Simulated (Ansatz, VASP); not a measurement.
Given: the input of a run of Ansatz 0.2.0 on Ti.

The input input.yaml:

```yaml
crystal:
  lattice:
    - [-1.641, 1.641, 1.641]
    - [1.641, -1.641, 1.641]
    - [1.641, 1.641, -1.641]
  atoms:
    - { symbol: Ti, position: [0.0, 0.0, 0.0] }
kpoints:
  mp_grid: { grid: [11, 11, 11] }
scf:
  occupations: { method: fermi_dirac, width: 0.05 }
hamiltonian:
  xc: lda
  pseudopotentials: { kind: all_electron, lapw: { basis_error: 0.001 } }
output:
  forces: true
  stress: true
  eigenvalues: true
```

Potentials or basis: all-electron LAPW, scalar-relativistic.

Run with:

```sh
$ ansatz run input.yaml --threads 1 --pin off --max-ram 3072MiB --backend cpu --events-out ev --progress --plain --runs-dir out
```

Problem. Translate it to VASP 6.6.1. Potentials there: VASP PAW LDA potentials, release 64 (Ti_sv).

Solution. As run (the cutoff follows the program's own potentials):

File INCAR:

```
SYSTEM = Ti
PREC = Accurate ; ENCUT = 520
EDIFF = 1E-7 ; ISMEAR = -1
SIGMA = 0.05 ; LREAL = .False.
LASPH = .True. ; NELM = 60
ALGO = Normal ; ISIF = 2
LWAVE = .False. ; LCHARG = .False.
NBANDS = 12
```

Contents of KPOINTS:

```
regular mesh
0
Gamma
  11 11 11
  0 0 0
```

File POSCAR:

```
Ti
1.0
   -1.6410000000      1.6410000000      1.6410000000
    1.6410000000     -1.6410000000      1.6410000000
    1.6410000000      1.6410000000     -1.6410000000
Ti
1
Direct
    0.0000000000      0.0000000000      0.0000000000
```

Potentials or basis: VASP PAW LDA potentials, release 64 (Ti_sv).

Run with:

```bash
$ cat potpaw_LDA.64/Ti_sv/POTCAR > POTCAR
$ mpirun -np 1 vasp_std > vasp.out
```

Both were run:

|  | VASP | Ansatz | Ansatz less VASP |
| --- | --- | --- | --- |
| gap on the k mesh at the Fermi level (eV) | none | none | - |
| pressure (GPa) | -11.0 | -10.9 | +0.06 |

A gap of «none» marks a metal or a gap that the smearing closes. Ansatz ran all-electron here, so the differences hold the error of VASP's frozen core and of both bases.
